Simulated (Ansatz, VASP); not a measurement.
## Two plane-wave programs on Os

Contents of INCAR:

```
SYSTEM = Os
  PREC = Accurate
  ENCUT = 520
  EDIFF = 1E-7
  ISMEAR = -1
  SIGMA = 0.1
  LREAL = .FALSE.
  LASPH = .TRUE.
  NELM = 100
  ALGO = Normal
  ISIF = 2
  LWAVE = .FALSE.
  LCHARG = .TRUE.
  GGA = PE
  LELF = .TRUE.
  LVHAR = .TRUE.
  NBANDS = 15
```

File KPOINTS:

```
regular mesh
0
G
  6 6 4
  0 0 0
```

The input POSCAR:

```
Os
1.0
    2.7559294133      0.0000000000      0.0000000000
   -1.3779647066      2.3867048830      0.0000000000
    0.0000000000      0.0000000000      4.3426533301
Os
2
Direct
    0.3333333333      0.6666666667      0.2500000000
    0.6666666667      0.3333333333      0.7500000000
```

Input for Ansatz:

```yaml
crystal:
  lattice:
    - [2.7559294133, 0.0, 0.0]
    - [-1.3779647066, 2.386704883, 0.0]
    - [0.0, 0.0, 4.3426533301]
  atoms:
    - { symbol: Os, position: [0.3333333333, 0.6666666667, 0.25] }
    - { symbol: Os, position: [0.6666666667, 0.3333333333, 0.75] }
hamiltonian:
  xc: pbe
  pseudopotentials:
    kind: paw
    azcp:
      Os: "pseudopotentials/Os.paw.azcp"
basis:
  ecutwfc: 420
  fft_grid_basis: typed
kpoints:
  mp_grid: { grid: [6, 6, 4], shift: [0, 0, 0] }
magnetization:
  spin_polarized: false
scf:
  occupations: { method: fermi_dirac, width: 0.1 }
  lower_state_search: "off"
output:
  stress: true
```

Alike in both runs: task single point; functional PBE; k mesh 6 × 6 × 4; occupations fermi-dirac, width 0.1 eV; no spin polarisation.

|  | VASP | Ansatz |
| --- | --- | --- |
| version | VASP 6.6.1 | Ansatz 0.2.0 |
| potentials or method | VASP PAW PBE potentials, release 64 (Os) | plane waves (420 eV) with PAW, scalar-relativistic |
| plane-wave cutoff (eV) | 520 | 420 |
| valence electrons in the cell | 16 | 32 |

VASP gave:

| Property | Result |
| --- | --- |
| pressure (GPa) | 0.6 |
| largest component of the traceless stress (GPa) | 2.67 |

Question: Which values does Ansatz return?

Answer: Pressure (GPa): 0.8; largest component of the traceless stress (GPa): 2.59.

The two sets of potentials don't hold the same shells in valence.

Caveats: the k mesh is coarse (spacing up to 0.44 Å⁻¹), so the values aren't converged. Spin-orbit coupling is left out, which matters for the levels of Os.
